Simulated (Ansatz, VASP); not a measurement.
## Two plane-wave programs on BN

The input POSCAR:

```
BN
1.0
    0.0000000000      1.8130010000      1.8130010000
    1.8130010000      0.0000000000      1.8130010000
    1.8130010000      1.8130010000      0.0000000000
N B
1 1
Direct
    0.2500000000      0.2500000000      0.2500000000
    0.0000000000      0.0000000000      0.0000000000
```

File INCAR.step1:

```
SYSTEM = BN
PREC     = Accurate       ! precision mode
ENCUT    = 600            ! plane-wave cutoff, eV
EDIFF    = 1E-5           ! SCF threshold, eV
ISMEAR   = -1             ! smearing method
SIGMA    = 0.05           ! smearing width, eV
LREAL    = .FALSE.        ! projectors in reciprocal space
LASPH    = .TRUE.         ! aspherical terms in the spheres
NELM     = 100            ! most SCF steps
ALGO     = Normal         ! electronic algorithm
LWAVE    = .TRUE.         ! write WAVECAR
LCHARG   = .FALSE.        ! write CHGCAR
GGA      = PE             ! functional
```

The input INCAR.step2:

```
SYSTEM = BN
PREC     = Accurate       ! precision mode
ENCUT    = 600            ! plane-wave cutoff, eV
EDIFF    = 1E-6           ! SCF threshold, eV
ISMEAR   = -1             ! smearing method
SIGMA    = 0.05           ! smearing width, eV
LREAL    = .FALSE.        ! projectors in reciprocal space
LASPH    = .TRUE.         ! aspherical terms in the spheres
NELM     = 100            ! most SCF steps
ALGO     = Normal         ! electronic algorithm
ISIF     = 3              ! what is computed and relaxed
LWAVE    = .FALSE.        ! write WAVECAR
LCHARG   = .FALSE.        ! write CHGCAR
GGA      = PE             ! functional
LHFCALC  = .TRUE.         ! exact exchange
AEXX     = 0.25           ! exact-exchange fraction
PRECFOCK = Normal       
HFRCUT   = -1           
IBRION   = 2              ! ionic algorithm
NSW      = 40             ! ionic steps
EDIFFG   = -0.01          ! ionic threshold
ISTART   = 1
```

KPOINTS

```
Automatic mesh
0
G
  7 7 7
  0 0 0
```

Contents of input.yaml:

```yaml
crystal:
  lattice:
    - [0.0, 1.813001, 1.813001]
    - [1.813001, 0.0, 1.813001]
    - [1.813001, 1.813001, 0.0]
  atoms:
    - { symbol: "N", position: [0.25, 0.25, 0.25] }
    - { symbol: B, position: [0.0, 0.0, 0.0] }
hamiltonian:
  xc: pbe0
  pseudopotentials: { kind: paw }
kpoints:
  mp_grid: { grid: [7, 7, 7] }
scf:
  occupations: { method: fermi_dirac, width: 0.05 }
output:
  forces: true
  stress: true
  write_density: true
  write_potential: true
  elf: true
  volumetric_format: npy
relax:
  f_tol: 0.01
  max_steps: 40
  cell: { stress_tol: 0.05 }
```

The cell is a database's computed one.

Alike in both runs: task relaxation of cell and atoms; functional PBE0; k mesh 7 × 7 × 7; occupations fermi-dirac, width 0.05 eV; no spin polarisation.

```csv
,VASP,Ansatz
version,VASP 6.6.1,Ansatz 0.2.0
potentials or method,"VASP PAW PBE potentials, release 64 (N, B)",Ansatz PAW
plane-wave cutoff (eV),600,420
valence electrons in the cell,8,8
```

Ansatz gave:

```
gap on the k mesh at the Fermi level, each at its own relaxed structure (eV) : 6.85
relaxed volume (Å³/atom)                                                     : 5.82
relaxed cell length with the largest relative difference (Å)                 : 2.543
energy change over the relaxation (meV/atom)                                 : -4
```

Problem. Which values does VASP return?

Solution. gap on the k mesh at the Fermi level, each at its own relaxed structure (eV): 6.84; relaxed volume (Å³/atom): 5.82; relaxed cell length with the largest relative difference (Å): 2.544; energy change over the relaxation (meV/atom): -4.

Caveats: the k mesh is coarse (spacing up to 0.43 Å⁻¹), so the values aren't converged, least of all with exact exchange; the PAW data sets were made with another functional, which shifts forces and pressure a little (VASP); an odd mesh through Γ misses points on the zone boundary, where band edges often lie (VASP); odd divisions of the mesh miss points on the zone boundary, where band edges often lie, so the gap on the mesh can be too wide (Ansatz); the plane-wave basis is chosen anew once the cell has moved, so the energies of steps on either side of that aren't comparable (Ansatz); the pressure holds a Pulay correction of +0.9 GPa for the finite cutoff (Ansatz); the PAW data sets come from PBE, with cores solved anew for the run's functional, which leaves a small shift of forces and pressure (Ansatz).
